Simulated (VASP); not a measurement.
# MoS₂: convergence, relaxation of the atoms

MoS₂, P1 (no. 1), 12 atoms in the cell. PBE, relaxation of the atoms; PAW potentials Mo_sv, S (PBE set). VASP 6.6.1.

Wanted: energy within 1 meV/atom; two shortest distances of each atom within 0.01 Å.

POSCAR:
```
MoS2
1.0
    3.1690000000      0.0000000000      0.0000000000
   -1.5845000000      2.7444345000      0.0000000000
    0.0000000000      0.0000000000     24.6480000000
Mo S
4 8
Direct
    0.6859180000      0.3517410000      0.3754000000
    0.6509300000      0.3538550000      0.8757260000
    0.3302550000      0.6790030000      0.1254960000
    0.3414480000      0.6650500000      0.6260080000
    0.6498350000      0.3268870000      0.1866160000
    0.6815860000      0.3320020000      0.6871490000
    0.3143180000      0.6578400000      0.4379940000
    0.3449680000      0.6970010000      0.9408010000
    0.5848760000      0.2833120000      0.0604800000
    0.6614590000      0.3363930000      0.5615820000
    0.3669240000      0.6362600000      0.3099100000
    0.3874820000      0.6806580000      0.8128350000
```

The series start from Force threshold EDIFFG (eV/Å): -0.02; Electronic threshold EDIFF (eV): 1e-6; Relaxation method: conjugate gradient, POTIM 0.5; Mixing and least electronic steps: default. Each series keeps the choices made before it, and each single choice may use up half of a tolerance.

## Force threshold EDIFFG (eV/Å)

| Force threshold EDIFFG (eV/Å) | Energy less reference (meV/atom) | Two shortest distances of each atom, largest deviation (Å) | Time (s) |
|---|---|---|---|
| -0.1 | 0.3 | 0.004 | 139 |
| -0.05 | 0.3 | 0.002 | 162 |
| -0.03 | 0.3 | 0.002 | 169 |
| -0.02 | 0.1 | 0.001 | 312 |
| -0.01 | 0.0 | 0.000 | 463 |
| -0.005 | 0.0 | 0.000 | 646 |
| -0.002 (reference) | 0.0 | 0.000 | 861 |

Chosen: -0.1, the loosest value from which every tighter one stays within half of the tolerance.

## Electronic threshold EDIFF (eV)

| Electronic threshold EDIFF (eV) | Energy less reference (meV/atom) | Two shortest distances of each atom, largest deviation (Å) | SCF iterations | Time (s) |
|---|---|---|---|---|
| 0.001 | 0.0 | 0.000 | 40 | 72 |
| 0.0001 | 0.0 | 0.000 | 51 | 95 |
| 1e-5 | 0.0 | 0.000 | 65 | 132 |
| 1e-6 | 0.0 | 0.000 | 77 | 139 |
| 1e-7 (reference) | 0.0 | 0.000 | 91 | 184 |

Chosen: 0.001.

## Relaxation method

| Relaxation method | Energy less reference (meV/atom) | Two shortest distances of each atom, largest deviation (Å) | SCF iterations | Time (s) |
|---|---|---|---|---|
| conjugate gradient, POTIM 0.5 | 0.0 | 0.000 | 40 | 72 |
| conjugate gradient, POTIM 0.2 | 0.0 | 0.001 | 39 | 90 |
| conjugate gradient, POTIM 1.0 | 0.0 | 0.001 | 53 | 102 |
| quasi-Newton, POTIM 0.5 | 0.0 | 0.001 | 33 | 52 |
| quasi-Newton, POTIM 0.3, 10 steps kept | 0.1 | 0.005 | 27 | 43 |
| quasi-Newton, POTIM 0.5, at least 5 electronic steps | 0.0 | 0.002 | 38 | 63 |
| damped dynamics, POTIM 0.2, SMASS 0.4 | -0.1 | 0.001 | 67 | 132 |
| damped dynamics, POTIM 0.4, SMASS 0.8 | -0.1 | 0.001 | 48 | 90 |
| velocity quench, POTIM 0.1 | 0.0 | 0.002 | 39 | 76 |

Chosen: quasi-Newton, POTIM 0.3, 10 steps kept, the fastest of those that stay within half of the tolerance.

## Mixing and least electronic steps

| Mixing and least electronic steps | Energy less reference (meV/atom) | Two shortest distances of each atom, largest deviation (Å) | SCF iterations | Time (s) |
|---|---|---|---|---|
| default | 0.0 | 0.000 | 27 | 43 |
| MAXMIX 40 | 0.1 | 0.001 | 27 | 52 |
| NELMIN 4 | 0.0 | 0.001 | 29 | 56 |
| NELMIN 4, MAXMIX 40 | 0.0 | 0.002 | 29 | 44 |
| ALGO Fast | -0.1 | 0.005 | 35 | 56 |

Chosen: default; no other choice that stays within half of the tolerance saves 30 % of the time.

## All choices together

| Input | Energy less reference (meV/atom) | Two shortest distances of each atom, largest deviation (Å) | Time (s) |
|---|---|---|---|
| program defaults (naive) | 0.3 | 0.003 | 100 |
| chosen settings | 0.4 | 0.008 | 43 |
| reference settings throughout | 0.0 | 0.000 | 917 |

The tolerance is met.

## The input

INCAR:
```
SYSTEM = MoS2
  PREC = Normal
  ENCUT = 300
  EDIFF = 0.001
  ISMEAR = 0
  SIGMA = 0.05
  LREAL = .FALSE.
  LASPH = .TRUE.
  NELM = 100
  ALGO = Normal
  LWAVE = .FALSE.
  LCHARG = .FALSE.
  IBRION = 1
  NSW = 150
  ISIF = 2
  EDIFFG = -0.1
  POTIM = 0.3
  KPAR = 8
  NFREE = 10
```

KPOINTS:
```
k-points
0
Gamma
  6 6 1
```

Commands:
```
cat potpaw_PBE.64/Mo_sv/POTCAR potpaw_PBE.64/S/POTCAR > POTCAR
mpirun -np 8 vasp_std > vasp.out
```

The naive input happens to agree within the tolerance here, in 100 s.

Limits: the start was distorted on purpose (atoms moved at random), so the space group given is the start's and not the crystal's.

The chosen input took VASP 6.6.1 43 s on 8 cores (Intel Xeon Platinum 8375C @ 2.90GHz (Ice Lake)), a shared host.

## An input that fails: ionic step far too long

It stopped.

Changes against the starting input:
```
- NELM = 100
- IBRION = 2
- NSW = 150
- POTIM = 0.5
+ NELM = 60
+ IBRION = 3
+ NSW = 30
+ POTIM = 5.0
+ SMASS = 0.4
```
